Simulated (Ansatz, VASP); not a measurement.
**One calculation of Zn, two programs**

```
Zn
1.0
    -1.61611    1.61611    1.52197
     1.61611   -1.61611    1.52197
     1.61611    1.61611   -1.52197
Zn
1
Direct
  0.00000 0.00000 0.00000
```

Change from the starting cell: strain +0.030 along x and y, -0.030 along z, atoms carried along.

Alike in both runs: task single point; functional LDA; k mesh 22 × 22 × 22; occupations gaussian, width 0.15 eV; no spin polarisation.

|  | VASP | Ansatz |
| --- | --- | --- |
| version | VASP 6.6.1 | Ansatz 0.2.0 |
| potentials or method | VASP PAW LDA potentials, release 64 (Zn) | scalar-relativistic, plane waves, PAW |
| plane-wave cutoff (eV) | 520 | 420 |
| valence electrons in the cell | 12 | 12 |

|  | VASP | Ansatz | Ansatz less VASP |
| --- | --- | --- | --- |
| gap on the k mesh at the Fermi level (eV) | none | none | - |
| pressure (GPa) | -9.2 | -9.6 | -0.32 |
| largest component of the traceless stress (GPa) | 1.51 | 1.49 | -0.022 |

A gap of «none» marks a metal or a gap that the smearing closes.
